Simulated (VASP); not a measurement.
TiSe2:

```xyz
3
Lattice="3.5330 0.0000 0.0000 -1.7665 3.0597 0.0000 0.0000 0.0000 5.9950" Properties=species:S:1:pos:R:3 pbc="T T T"
Ti    0.0000    0.0000    0.0000
Se    0.0000    2.0398    1.4988
Se    1.7665    1.0199    4.4962
```

```yaml
Program: VASP 6.6.1
Task: relaxation of cell and atoms
Functional: PBE
Dispersion: D3(BJ)
Potentials_or_basis: VASP PAW PBE potentials, release 64 (Ti_sv, Se)
Cutoff: 520 eV
k_mesh: 12 × 12 × 6
Occupations: gaussian, width 0.02 eV
Spin: no spin polarisation
```

At the start: pressure 0.3 GPa; volume 21.60 Å³/atom.

Problem. How do energy, volume and symmetry change on relaxing?

Solution. Over 24 steps the energy falls by 13.2 meV/atom and the volume is 20.52 Å³/atom (-5.0 %); space group P-3m1 (No. 164, to 0.05 Å).

The path:
| step | energy change (eV) | largest force (eV/Å) | pressure (GPa) | volume (Å³) |
| --- | --- | --- | --- | --- |
| 1 | 0.0000 | 0.4937 | 0.27 | 64.80 |
| 2 | -0.0171 | 0.0862 | -1.37 | 65.14 |
| 3 | -0.0172 | 0.0581 | -1.49 | 65.16 |
| 4 | -0.0283 | 0.1204 | -0.15 | 63.44 |
| 5 | -0.0287 | 0.1343 | 0.18 | 63.03 |
| 6 | -0.0321 | 0.0638 | -0.03 | 62.73 |
| 7 | -0.0357 | 0.1163 | -0.56 | 61.99 |
| 8 | -0.0376 | 0.0840 | -0.18 | 61.56 |
| 9 | -0.0384 | 0.0493 | 0.24 | 61.09 |
| 10 | -0.0390 | 0.0454 | 0.16 | 61.20 |
| 11 | -0.0396 | 0.0393 | -0.12 | 61.50 |
| 12 | -0.0397 | 0.0062 | 0.06 | 61.43 |
| 13 | -0.0397 | 0.0101 | 0.05 | 61.43 |
| 14 | -0.0397 | 0.0081 | 0.04 | 61.46 |
| 15 | -0.0397 | 0.0026 | 0.04 | 61.54 |
| 16 | -0.0397 | 0.0081 | 0.02 | 61.69 |
| 17 | -0.0397 | 0.0055 | -0.03 | 61.65 |
| 18 | -0.0397 | 0.0015 | -0.03 | 61.59 |
| 19 | -0.0397 | 0.0003 | 0.00 | 61.57 |
| 20 | -0.0397 | 0.0006 | 0.00 | 61.58 |
| 21 | -0.0397 | 0.0010 | 0.00 | 61.59 |
| 22 | -0.0397 | 0.0022 | -0.02 | 61.59 |
| 23 | -0.0397 | 0.0024 | -0.02 | 61.59 |
| 24 | -0.0397 | 0.0003 | 0.01 | 61.57 |

Final structure:
```yaml
crystal:
  lattice:
    - [3.48357, 0.00000, 0.00000]
    - [-1.74179, 3.01686, 0.00000]
    - [0.00000, 0.00000, 5.85858]
  atoms:
    - { symbol: Ti, position: [0.00000, 0.00000, 0.00000] }
    - { symbol: Se, position: [0.33333, 0.66667, 0.26515] }
    - { symbol: Se, position: [0.66667, 0.33333, 0.73485] }
```
